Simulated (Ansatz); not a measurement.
Runs of Ansatz 0.2.0 on CdO2. The structure is trigonal, space group P-3m1 (No. 164). The conventional cell has a = 3.476 Å, b = 3.476 Å, c = 4.148 Å, α = 90.00°, β = 90.00°, γ = 120.00°. Cd (site symmetry -3m) has 6 O at 2.25 Å as nearest neighbours. O (site symmetry 3m) is surrounded by 3 Cd at 2.25 Å. The cell comes from a database or a generator and needn't be the stable form of this composition.

```tsv
task	level	spin	cell	points for each segment of the path	gap on the mesh (eV)	pressure (GPa)	relaxed volume (Å³/atom)	largest force (eV/Å)
band structure	PBEsol	off	as given	14	none	-10.6	-	(b)
relaxation of cell and atoms	PBEsol	off	relaxed	-	none	0.0	11.68	-
relaxation of cell and atoms	PBEsol+D3(BJ)	off	relaxed	-	none	0.0	11.39	-
relaxation of cell and atoms	PBEsol+D4	off	relaxed	-	none	0.0	(a)	-
relaxation of cell and atoms	PBEsol+D3(BJ)-ATM	off	relaxed	-	none	0.0	11.45	-
band structure	PBEsol	SOC, no magnetisation	as given	14	none	(c)	-	0.33
```

Alike in all rows: potentials or basis Ansatz PAW; k mesh 9 × 9 × 7; cutoff (eV) 420; smearing fermi-dirac 0.05 eV.

Task: Fill in the values left out.

Result: (a) 11.46; (b) 0.32; (c) -10.7.

Caveats: the PAW data sets come from PBE, with cores solved anew for the run's functional, which leaves a small shift of forces and pressure; the volume moved by over 15 % at a fixed basis, so the end points are rough (some runs); the plane-wave basis is chosen anew once the cell has moved, so the energies of steps on either side of that aren't comparable (some runs); pairwise dispersion overbinds metals, which lowers pressure and volume (some runs).

A k mesh can miss the band edges, and rows without SOC leave out spin-orbit coupling on Cd.

A gap of «none» marks a metal or a gap under the smearing width.
